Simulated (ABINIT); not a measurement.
Input of an ABINIT 10.8.3 (patched build) run:

run.abi

```
# Datasets: one volume each
ndtset 7
getwfk -1
scalecart1 3*0.9795861087
scalecart2 3*0.9864848297
scalecart3 3*0.9932883884
scalecart4 3*1.0000000000
scalecart5 3*1.0066227096
scalecart6 3*1.0131594038
scalecart7 3*1.0196128224

# Pseudopotentials
pp_dirpath "./"
pseudos "Si.GGA_PBE-JTH.xml"

# Structure
acell 3*1.0 Angstrom
rprim
     0.0000000000     2.7218511865     2.7218511865
     2.7218511865     0.0000000000     2.7218511865
     2.7218511865     2.7218511865     0.0000000000
ntypat 1
znucl 14
natom 2
typat 1 1
xred
     0.5000000000     0.5000000000     0.5000000000
     0.7500000000     0.7500000000     0.7500000000

# Plane-wave basis
ecut 571.439111 eV
pawecutdg 42.0

# k points
kptopt 1
ngkpt 8 8 8
nshiftk 1
shiftk 0.0 0.0 0.0

# Exchange and correlation
ixc 11

# Bands and occupations
nband 8
occopt 3
tsmear 0.05 eV

# SCF cycle
nstep 100
tolvrs 1.0e-9

# Output
iomode 3
prtwf 1
prtden 0
prteig 0
prtebands 0
enunit 2
```

Potentials or basis: JTH PAW PBE v2.0.

The run is started by

```bash
$ abinit run.abi > log 2>&1
```

Question: What does it give for the bulk modulus?

Answer: 89 GPa.

Question: What does it give for the equilibrium volume?

Answer: 20.44 Å³/atom.

Question: Predict the pressure derivative of the bulk modulus.

Answer: 4.3.

Energy against volume, from the lowest point:
```tsv
volume (Å³/atom)	energy (meV/atom)
18.955	33.84
19.358	17.17
19.761	6.35
20.165	0.80
20.568	0.00
20.971	3.47
21.375	10.80
```

Caveat: pressures at fixed basis lie under the slope of the energies.
